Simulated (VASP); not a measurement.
# NaI (Fm-3m) in VASP: further runs

One crystal, NaI, is run at these levels: BLYP, PW91; tasks: band structure.

Program: VASP 6.6.1. These are calculated values, not measurements. Logs are shortened: lines on timing, memory, paths and dates and some standing lists are left out, and cuts for length are marked.

## 1. The structure

The structure is cubic, space group Fm-3m (No. 225). The conventional cell has a = 6.473 Å, b = 6.473 Å, c = 6.473 Å, α = 90.00°, β = 90.00°, γ = 90.00°. Around I (site symmetry m-3m) lie 6 Na at 3.24 Å. Na (site symmetry m-3m) has 6 I at 3.24 Å as nearest neighbours.

## 2. Band structure, BLYP

Contents of INCAR:

```
  PREC = Accurate
  ENCUT = 520
  EDIFF = 1E-7
  ISMEAR = -1
  SIGMA = 0.05
  LREAL = F
  LASPH = T
  NELM = 80
  ALGO = Normal
  ISIF = 2
  LWAVE = F
  LCHARG = F
  GGA = B5
  ALDAX = 1.0
  AGGAX = 1.0
  AGGAC = 1.0
  ALDAC = 0.0
  NBANDS = 14
```

Contents of KPOINTS:

```
regular mesh
0
Gamma
  7 7 7
```

Contents of POSCAR:

```
NaI
1.0
    0.0000000000      3.2364000000      3.2364000000
    3.2364000000      0.0000000000      3.2364000000
    3.2364000000      3.2364000000      0.0000000000
I Na
1 1
Direct
    0.5000000000      0.5000000000      0.5000000000
    0.0000000000      0.0000000000      0.0000000000
```

Contents of KPOINTS_OPT:

```
path GXWKGLUWLK,UX
20
line-mode
reciprocal
 0.0000000000  0.0000000000  0.0000000000  G
 0.5000000000  0.0000000000  0.5000000000  X

 0.5000000000  0.0000000000  0.5000000000  X
 0.5000000000  0.2500000000  0.7500000000  W

 0.5000000000  0.2500000000  0.7500000000  W
 0.3750000000  0.3750000000  0.7500000000  K

 0.3750000000  0.3750000000  0.7500000000  K
 0.0000000000  0.0000000000  0.0000000000  G

 0.0000000000  0.0000000000  0.0000000000  G
 0.5000000000  0.5000000000  0.5000000000  L

 0.5000000000  0.5000000000  0.5000000000  L
 0.6250000000  0.2500000000  0.6250000000  U

 0.6250000000  0.2500000000  0.6250000000  U
 0.5000000000  0.2500000000  0.7500000000  W

 0.5000000000  0.2500000000  0.7500000000  W
 0.5000000000  0.5000000000  0.5000000000  L

 0.5000000000  0.5000000000  0.5000000000  L
 0.3750000000  0.3750000000  0.7500000000  K

 0.6250000000  0.2500000000  0.6250000000  U
 0.5000000000  0.0000000000  0.5000000000  X
```

Potentials or basis: VASP PAW PBE potentials, release 64 (I, Na_pv).

Launch:

```sh
> cat potpaw_PBE.64/I/POTCAR potpaw_PBE.64/Na_pv/POTCAR > POTCAR
> mpirun -np 1 vasp_std > vasp.out
```

OUTCAR:

```text
PREC = Accurate
   ENCUT = 520
   EDIFF = 1E-7
   ISMEAR = -1
   LREAL = F
   LASPH = T
   NELM = 80
   ISIF = 2
   GGA = B5

 ion  position               nearest neighbor table
   1  0.500  0.500  0.500-
   2  0.000  0.000  0.000-

  LATTYP: Found a face centered cubic cell.
 ALAT       =     6.4728000000

  Lattice vectors:

 A1 = (   0.0000000000,   3.2364000000,   3.2364000000)
 A2 = (   3.2364000000,   0.0000000000,   3.2364000000)
 A3 = (   3.2364000000,   3.2364000000,   0.0000000000)

Analysis of symmetry for initial positions (statically):
=====================================================================
 Subroutine PRICEL returns:
 Original cell was already a primitive cell.

 Routine SETGRP: Setting up the symmetry group for a
 face centered cubic supercell.

 Subroutine GETGRP returns: Found 48 space group operations
 (whereof 48 operations were pure point group operations)
 out of a pool of 48 trial point group operations.

The static configuration has the point symmetry O_h .

Analysis of symmetry for dynamics (positions and initial velocities):
=====================================================================
 Subroutine PRICEL returns:
 Original cell was already a primitive cell.

 Routine SETGRP: Setting up the symmetry group for a
 face centered cubic supercell.

 Subroutine GETGRP returns: Found 48 space group operations
 (whereof 48 operations were pure point group operations)
 out of a pool of 48 trial point group operations.

The dynamic configuration has the point symmetry O_h .

 Subroutine INISYM returns: Found 48 space group operations
 (whereof 48 operations are pure point group operations),
 and found     1 'primitive' translations

----------------------------------------------------------------------------------------

                                     Primitive cell

  volume of cell :      67.7980

  direct lattice vectors                    reciprocal lattice vectors
     0.000000000  3.236400000  3.236400000    -0.154492646  0.154492646  0.154492646
     3.236400000  0.000000000  3.236400000     0.154492646 -0.154492646  0.154492646
     3.236400000  3.236400000  0.000000000     0.154492646  0.154492646 -0.154492646

  length of vectors
     4.576960773  4.576960773  4.576960773     0.267589113  0.267589113  0.267589113

  position of ions in fractional coordinates (direct lattice)
     0.500000000  0.500000000  0.500000000
     0.000000000  0.000000000  0.000000000

  ion indices of the primitive-cell ions
   primitive index   ion index
                 1           1
                 2           2

----------------------------------------------------------------------------------------

 KPOINTS: regular mesh

Automatic generation of k-mesh.
 Grid dimensions read from file:
 generate k-points for:    7    7    7

 Generating k-lattice:

  Cartesian coordinates                     Fractional coordinates (reciprocal lattice)
    -0.022070378  0.022070378  0.022070378     0.142857143  0.000000000  0.000000000
     0.022070378 -0.022070378  0.022070378     0.000000000  0.142857143  0.000000000
     0.022070378  0.022070378 -0.022070378     0.000000000  0.000000000  0.142857143

  Length of vectors
     0.038227016  0.038227016  0.038227016

  Shift w.r.t. Gamma in fractional coordinates (k-lattice)
     0.000000000  0.000000000  0.000000000

 Subroutine IBZKPT returns following result:
 ===========================================

 Found     20 irreducible k-points:

 Following reciprocal coordinates:
            Coordinates               Weight
  0.000000  0.000000  0.000000      1.000000
  0.142857  0.000000  0.000000      8.000000
  0.285714  0.000000  0.000000      8.000000
  0.428571  0.000000  0.000000      8.000000
  0.142857  0.142857  0.000000      6.000000
  0.285714  0.142857  0.000000     24.000000
[... 12 lines left out ...]
 -0.428571  0.428571  0.142857     24.000000
 -0.285714  0.428571  0.142857     24.000000
   k-points           NKPTS =     20   k-points in BZ     NKDIM =     20   number of bands    NBANDS=     14
   number of dos      NEDOS =    301   number of ions     NIONS =      2
   total plane-waves  NPLWV =  46656
   dimension x,y,z NGX =    36 NGY =   36 NGZ =   36
   dimension x,y,z NGXF=    72 NGYF=   72 NGZF=   72
   ions per type =               1   1
   NGX,Y,Z   is equivalent  to a cutoff of  13.08, 13.08, 13.08 a.u.
   NGXF,Y,Z  is equivalent  to a cutoff of  26.15, 26.15, 26.15 a.u.
 SYSTEM =  unknown system
   PREC   = accura    normal or accurate (medium, high low for compatibility)
   ISTART =      0    job   : 0-new  1-cont  2-samecut
   ICHARG =      2    charge: 1-file 2-atom 10-const
   ISPIN  =      1    spin polarized calculation?
   LNONCOLLINEAR =      F non collinear calculations
   LSORBIT =      F    spin-orbit coupling
   LASPH  =      T    aspherical Exc in radial PAW
   ENCUT  =  520.0 eV  38.22 Ry    6.18 a.u.   8.51  8.51  8.51*2*pi/ulx,y,z
   NELM   =     80;   NELMIN=  2; NELMDL= -5     # of ELM steps
   EDIFF  = 0.1E-06   stopping-criterion for ELM
   LREAL  =      F    real-space projection
   EDIFFG = 0.1E-05   stopping-criterion for IOM
   NSW    =      0    number of steps for IOM
   IBRION =     -1    ionic relax: 0-MD 1-quasi-New 2-CG
   NFREE  =      0    steps in history (QN), initial steepest desc. (CG)
   ISIF   =      2    stress and relaxation
   ISYM   =      2    0-nonsym 1-usesym 2-fastsym
   POTIM  = 0.5000    time-step for ionic-motion
   TEBEG  =    0.0;   TEEND  =   0.0 temperature during run
   PSTRESS=    0.0 pullay stress
   NELECT =      14.0000    total number of electrons
   NUPDOWN=      -1.0000    fix difference up-down
   EMIN   =  10.00;   EMAX   =-10.00  energy-range for DOS
   EFERMI =   0.00;   METHOD = LEGACY
   ISMEAR =    -1;   SIGMA  =   0.05  broadening in eV -4-tet -1-fermi 0-gaus
   EFERMI_NEDOS =   21; number of points for ismear=-14 and -15
   IALGO  =     38    algorithm
   IMIX   =      4    mixing-type and parameters
     AMIX     =   0.40;   BMIX     =  1.00
     AMIX_MAG =   1.60;   BMIX_MAG =  1.00
  volume/ion in A,a.u.               =      33.90       228.76
  Fermi-wavevector in a.u.,A,eV,Ry     =   0.967636  1.828567 12.739397  0.936319
  Thomas-Fermi vector in A             =   2.097538
   LORBIT       =      0    0 simple, 1 ext, 2 COOP (PROOUT), +10 PAW based schemes
   GGA     = B5    functional components
   LHFCALC =     F    Hartree Fock is set to
   AEXX    =    0.0000 exact exchange contribution
   IVDW    =     0    specifies the selected vdW correction
   LEPSILON=     F    determine dielectric tensor
   LRPA    =     F    only Hartree local field effects (RPA)
 non-spin polarized calculation
  energy-cutoff  :      520.00
  volume of cell :       67.80
 maximum number of plane-waves:      1841
 NGX is ok and might be reduce to    36
   NGX = 17   NGY = 17   NGZ = 17

 number of electron      13.9999993 magnetization

 Free energy of the ion-electron system (eV)
  ---------------------------------------------------
  ext. energy  EPLUGINS =         0.00000000
  ---------------------------------------------------
  free energy    TOTEN  =        -4.84226454 eV

  energy without entropy =       -4.84226454  energy(sigma->0) =       -4.84226454

 E-fermi :   2.2187     XC(G=0):  -7.2846

 val. band max:        1.1617846906   @ k =   0.0000   0.0000   0.0000
 cond. band min:       4.8951326665   @ k =   0.0000   0.0000   0.0000
 fundamental gap:      3.7333479759
 Fermi energy:         2.2187177940

 k-point     1 :       0.0000    0.0000    0.0000
  band No.  band energies     occupation
      1     -21.6205      2.00000
      2     -21.6205      2.00000
      3     -21.6205      2.00000
      4      -9.8465      2.00000
      5       1.1618      2.00000
      6       1.1618      2.00000
      7       1.1618      2.00000
      8       4.8951      0.00000
      9       9.1661      0.00000
     10       9.1661      0.00000
     11       9.1661      0.00000
     12      10.9135      0.00000
     13      10.9135      0.00000
     14      11.9137      0.00000

 k-point     2 :       0.1429    0.0000    0.0000
  band No.  band energies     occupation
      1     -21.6215      2.00000
      2     -21.6206      2.00000
      3     -21.6206      2.00000
      4      -9.7917      2.00000
      5       0.5988      2.00000
      6       1.1056      2.00000
      7       1.1056      2.00000
      8       5.5330      0.00000
      9       8.7877      0.00000
     10       9.3357      0.00000
     11       9.3357      0.00000
     12      10.4501      0.00000
     13      10.4501      0.00000
     14      12.1585      0.00000

 k-point     3 :       0.2857    0.0000    0.0000
  band No.  band energies     occupation
      1     -21.6236      2.00000
      2     -21.6207      2.00000
      3     -21.6207      2.00000
      4      -9.6627      2.00000
      5      -0.3242      2.00000
      6       0.9860      2.00000
      7       0.9860      2.00000
      8       6.3126      0.00000
      9       8.9296      0.00000
     10       9.0550      0.00000
     11       9.0550      0.00000
     12      11.0251      0.00000
     13      11.0251      0.00000
     14      11.5146      0.00000
[... 256 lines left out ...]
 k-point    19 :      -0.4286    0.4286    0.1429
  band No.  band energies     occupation
      1     -21.6239      2.00000
      2     -21.6224      2.00000
      3     -21.6220      2.00000
      4      -9.4706      2.00000
      5      -0.5350      2.00000
      6       0.1928      2.00000
      7       0.3846      2.00000
      8       6.4217      0.00000
      9       7.6397      0.00000
     10       9.4454      0.00000
     11      10.6832      0.00000
     12      12.3325      0.00000
     13      13.2795      0.00000
     14      14.2649      0.00000

 k-point    20 :      -0.2857    0.4286    0.1429
  band No.  band energies     occupation
      1     -21.6233      2.00000
      2     -21.6233      2.00000
      3     -21.6219      2.00000
      4      -9.4589      2.00000
      5      -0.2947      2.00000
      6      -0.2412      2.00000
      7       0.4153      2.00000
      8       6.8722      0.00000
      9       8.3064      0.00000
     10       9.2596      0.00000
     11       9.5144      0.00000
     12      12.1605      0.00000
     13      12.8021      0.00000
     14      14.7668      0.00000

------------------------ aborting loop because EDIFF is reached ----------------------------------------

  FORCE on cell =-STRESS in cart. coord.  units (eV):
  Direction    XX          YY          ZZ          XY          YZ          ZX
  --------------------------------------------------------------------------------------
  -------------------------------------------------------------------------------------
  Total        0.6024921      0.6024921      0.6024921      0.0000000      0.0000000     -0.0000000
  in kB       14.2378808     14.2378808     14.2378808      0.0000000      0.0000000     -0.0000000
  external PRESSURE =      14.2378808 kB  Pullay stress =       0.0000000 kB

 VOLUME and BASIS-vectors are now :
 -----------------------------------------------------------------------------
  energy-cutoff  :      520.00
  volume of cell :       67.80
      direct lattice vectors                 reciprocal lattice vectors
     0.000000000  3.236400000  3.236400000    -0.154492646  0.154492646  0.154492646
     3.236400000  0.000000000  3.236400000     0.154492646 -0.154492646  0.154492646
     3.236400000  3.236400000  0.000000000     0.154492646  0.154492646 -0.154492646

 POSITION                                       TOTAL-FORCE (eV/Angst)
 -----------------------------------------------------------------------------------
      3.23640      3.23640      3.23640         0.000000     -0.000000      0.000000
      0.00000      0.00000      0.00000        -0.000000      0.000000     -0.000000
 -----------------------------------------------------------------------------------
    total drift:                                0.000000      0.000000      0.000000

  FREE ENERGIE OF THE ION-ELECTRON SYSTEM (eV)
  ---------------------------------------------------
  free  energy   TOTEN  =        -4.8422645402 eV

  energy  without entropy=       -4.8422645401  energy(sigma->0) =       -4.84226454
```

Run time: 97 s. Hardware: 1 thread of AMD EPYC 9R45 (Zen 5), shared host; peak memory 0.19 GiB.

What came out:

| Property | Result |
| --- | --- |
| Free energy | -4.8423 eV |
| Pressure | 1.4 GPa |
| Band gap on the k mesh | 3.73 eV, direct |
| Band gap along the path | 3.73 eV, direct |

Levels at the corners of the path, in eV from the valence-band top:
| point | band 3 | band 4 | band 5 | band 6 | band 7 | band 8 | band 9 | band 10 | band 11 | band 12 |
| --- | --- | --- | --- | --- | --- | --- | --- | --- | --- | --- |
| Γ | -22.78 | -11.01 | 0.00 | 0.00 | 0.00 | 3.73 | 8.00 | 8.00 | 8.00 | 9.75 |
| X | -22.78 | -10.62 | -1.86 | -0.74 | -0.74 | 4.48 | 5.72 | 10.07 | 11.37 | 11.37 |
| X | -22.78 | -10.62 | -1.86 | -0.74 | -0.74 | 4.48 | 5.72 | 10.07 | 11.37 | 11.37 |
| W | -22.78 | -10.61 | -1.38 | -1.38 | -0.92 | 5.80 | 7.64 | 7.64 | 7.95 | 12.05 |
| W | -22.78 | -10.61 | -1.38 | -1.38 | -0.92 | 5.80 | 7.64 | 7.64 | 7.95 | 12.05 |
| K | -22.78 | -10.62 | -1.61 | -1.32 | -0.59 | 5.23 | 6.81 | 8.86 | 9.23 | 10.05 |
| K | -22.78 | -10.62 | -1.61 | -1.32 | -0.59 | 5.23 | 6.81 | 8.86 | 9.23 | 10.05 |
| Γ | -22.78 | -11.01 | 0.00 | 0.00 | 0.00 | 3.73 | 8.00 | 8.00 | 8.00 | 9.75 |
| Γ | -22.78 | -11.01 | 0.00 | 0.00 | 0.00 | 3.73 | 8.00 | 8.00 | 8.00 | 9.75 |
| L | -22.78 | -10.70 | -2.15 | -0.28 | -0.28 | 5.25 | 7.48 | 7.48 | 8.69 | 10.53 |
| L | -22.78 | -10.70 | -2.15 | -0.28 | -0.28 | 5.25 | 7.48 | 7.48 | 8.69 | 10.53 |
| U | -22.78 | -10.62 | -1.61 | -1.32 | -0.59 | 5.23 | 6.81 | 8.86 | 9.23 | 10.05 |
| U | -22.78 | -10.62 | -1.61 | -1.32 | -0.59 | 5.23 | 6.81 | 8.86 | 9.23 | 10.05 |
| W | -22.78 | -10.61 | -1.38 | -1.38 | -0.92 | 5.80 | 7.64 | 7.64 | 7.95 | 12.05 |
| W | -22.78 | -10.61 | -1.38 | -1.38 | -0.92 | 5.80 | 7.64 | 7.64 | 7.95 | 12.05 |
| L | -22.78 | -10.70 | -2.15 | -0.28 | -0.28 | 5.25 | 7.48 | 7.48 | 8.69 | 10.53 |
| L | -22.78 | -10.70 | -2.15 | -0.28 | -0.28 | 5.25 | 7.48 | 7.48 | 8.69 | 10.53 |
| K | -22.78 | -10.62 | -1.61 | -1.32 | -0.59 | 5.23 | 6.81 | 8.86 | 9.23 | 10.05 |
| U | -22.78 | -10.62 | -1.61 | -1.32 | -0.59 | 5.23 | 6.81 | 8.86 | 9.23 | 10.05 |
| X | -22.78 | -10.62 | -1.86 | -0.74 | -0.74 | 4.48 | 5.72 | 10.07 | 11.37 | 11.37 |

Caveat: the PAW data sets were made with another functional, which shifts forces and pressure a little; spin-orbit coupling is left out, which moves the levels of the heavy elements.

## 3. Band structure, PW91

Contents of INCAR:

```
SYSTEM = NaI
PREC = Accurate
ENCUT = 520
EDIFF = 1E-6
ISMEAR = -1
SIGMA = 0.05
LREAL = .False.
LASPH = .True.
NELM = 80
ALGO = Normal
ISIF = 2
LWAVE = .False.
LCHARG = .False.
GGA = 91
```

Contents of KPOINTS:

```
Automatic mesh
0
Gamma
  7 7 7
  0 0 0
```

POSCAR is that of step 2.

KPOINTS_OPT is that of step 2.

Potentials or basis: VASP PAW PBE potentials, release 64 (I, Na_pv).

Launch:

```sh
> cat potpaw_PBE.64/I/POTCAR potpaw_PBE.64/Na_pv/POTCAR > POTCAR
> mpirun -np 1 vasp_std > vasp.out
```

Run time: 57 s. Hardware: 1 thread of AMD EPYC 9R45 (Zen 5), shared host; peak memory 0.18 GiB.

It converged, with:

| Item | Value |
| --- | --- |
| Free energy | -5.4392 eV |
| Pressure | 0.4 GPa |
| Band gap on the k mesh | 3.66 eV, direct |
| Band gap along the path | 3.66 eV, direct |

Levels at the corners of the path, in eV from the valence-band top:
| point | band 4 | band 5 | band 6 | band 7 | band 8 | band 9 | band 10 | band 11 |
| --- | --- | --- | --- | --- | --- | --- | --- | --- |
| Γ | -10.99 | 0.00 | 0.00 | 0.00 | 3.66 | 7.92 | 7.92 | 7.92 |
| X | -10.60 | -1.91 | -0.75 | -0.75 | 4.51 | 5.55 | 9.88 | 11.31 |
| X | -10.60 | -1.91 | -0.75 | -0.75 | 4.51 | 5.55 | 9.88 | 11.31 |
| W | -10.59 | -1.41 | -1.41 | -0.93 | 5.84 | 7.48 | 7.48 | 7.91 |
| W | -10.59 | -1.41 | -1.41 | -0.93 | 5.84 | 7.48 | 7.48 | 7.91 |
| K | -10.60 | -1.64 | -1.34 | -0.60 | 5.22 | 6.68 | 8.69 | 9.21 |
| K | -10.60 | -1.64 | -1.34 | -0.60 | 5.22 | 6.68 | 8.69 | 9.21 |
| Γ | -10.99 | 0.00 | 0.00 | 0.00 | 3.66 | 7.92 | 7.92 | 7.92 |
| Γ | -10.99 | 0.00 | 0.00 | 0.00 | 3.66 | 7.92 | 7.92 | 7.92 |
| L | -10.68 | -2.18 | -0.28 | -0.28 | 5.09 | 7.44 | 7.44 | 8.77 |
| L | -10.68 | -2.18 | -0.28 | -0.28 | 5.09 | 7.44 | 7.44 | 8.77 |
| U | -10.60 | -1.64 | -1.34 | -0.60 | 5.22 | 6.68 | 8.69 | 9.21 |
| U | -10.60 | -1.64 | -1.34 | -0.60 | 5.22 | 6.68 | 8.69 | 9.21 |
| W | -10.59 | -1.41 | -1.41 | -0.93 | 5.84 | 7.48 | 7.48 | 7.91 |
| W | -10.59 | -1.41 | -1.41 | -0.93 | 5.84 | 7.48 | 7.48 | 7.91 |
| L | -10.68 | -2.18 | -0.28 | -0.28 | 5.09 | 7.44 | 7.44 | 8.77 |
| L | -10.68 | -2.18 | -0.28 | -0.28 | 5.09 | 7.44 | 7.44 | 8.77 |
| K | -10.60 | -1.64 | -1.34 | -0.60 | 5.22 | 6.68 | 8.69 | 9.21 |
| U | -10.60 | -1.64 | -1.34 | -0.60 | 5.22 | 6.68 | 8.69 | 9.21 |
| X | -10.60 | -1.91 | -0.75 | -0.75 | 4.51 | 5.55 | 9.88 | 11.32 |

Caveat: the PAW data sets were made with another functional, which shifts forces and pressure a little; spin-orbit coupling is left out, which moves the levels of the heavy elements. As with any semilocal functional, this PW91 gap is likely too small.
